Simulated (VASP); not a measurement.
A run of VASP 6.6.1:

File INCAR:

```
PREC = Accurate ; ENCUT = 600
EDIFF = 1E-6 ; ISMEAR = 0
SIGMA = 0.03 ; LREAL = F
LASPH = T ; NELM = 80
ALGO = Normal ; ISIF = 3
LWAVE = F ; LCHARG = F
GGA = PE ; IBRION = 2
NSW = 90 ; EDIFFG = -0.01
```

Contents of KPOINTS:

```
Automatic mesh
0
Gamma
  12 12 12
```

File POSCAR:

```
MgO
1.0
    0.0000000000      2.1085000000      2.1085000000
    2.1085000000      0.0000000000      2.1085000000
    2.1085000000      2.1085000000      0.0000000000
Mg O
1 1
Direct
    0.0000000000      0.0000000000      0.0000000000
    0.5000000000      0.5000000000      0.5000000000
```

Potentials or basis: VASP PAW PBE potentials, release 64 (Mg, O).

Launch:

```bash
$ cat potpaw_PBE.64/Mg/POTCAR potpaw_PBE.64/O/POTCAR > POTCAR
$ mpirun -np 1 vasp_std > vasp.out
```

Hardware: 1 thread of Intel(R) Xeon(R) 6975P-C (Granite Rapids) (shared host).

Estimate the wall time of this run.

Run time: 7.9 s on 1 thread of Intel(R) Xeon(R) 6975P-C (Granite Rapids), with other jobs on the host, peak memory 0.14 GiB. Counts: scf iterations 22, k points 72, ion steps 3.
